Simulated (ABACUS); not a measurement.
Crystal: Ir.

```
Ir
1.0
     0.00000    1.91560    1.91560
     1.91560    0.00000    1.91560
     1.91560    1.91560    0.00000
Ir
1
Cartesian
  0.0000 0.0000 0.0000
```

Base run:

- Program: ABACUS 3.10.1
- Functional: TM
- Potentials or basis: SG15 ONCV 1.2 PBE
- Cutoff: 1075 eV
- Density cutoff: 4299 eV
- Basis: plane waves
- k mesh: 8 × 8 × 8
- Occupations: fermi-dirac, width 0.05 eV
- Spin: no spin polarisation

Its results: band gap on the k mesh none (metal or under the smearing width); pressure 0.5 GPa.

Task: After a change of settings the same cell gave: band gap on the k mesh none (metal or under the smearing width); pressure 7.7 GPa. Which change was it?
A. functional from TM to revTPSS
B. functional from TM to M06-L
C. functional from TM to SCAN; radial cutoff of the potentials (pseudo_rcut) from 10 bohr to 7 bohr

Result: B.

Caveats: the potentials were made for another functional, which shifts forces and pressure.

Not every run made on this cell is shown here.
